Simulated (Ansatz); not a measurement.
The system is CdSe.

```
Cd Se
1.0
     0.00000    2.87396    2.87396
     2.87396    0.00000    2.87396
     2.87396    2.87396    0.00000
Cd Se
1 1
Direct
  0.00000 0.00000 0.00000
  0.50000 0.50000 0.50000
```

Measurements of this composition are mostly on another form, of space group No. 186.

Program: Ansatz 0.2.0. Alike in all runs: task band structure; potentials or basis Ansatz PAW; no spin polarisation; cell as given; k mesh 8 × 8 × 8; cutoff (eV) 420; smearing fermi-dirac 0.05 eV.

Problem. Order these runs on this cell by their pressure, lowest first.
A. level RPBE
B. level LDA
C. level PBEsol

Solution. B (-6.0 GPa), C (-3.8 GPa), A (1.9 GPa).

Caveats: the PAW data sets come from PBE, with cores solved anew for the run's functional, which leaves a small shift of forces and pressure.

Runs at the PBE level aren't shown here.
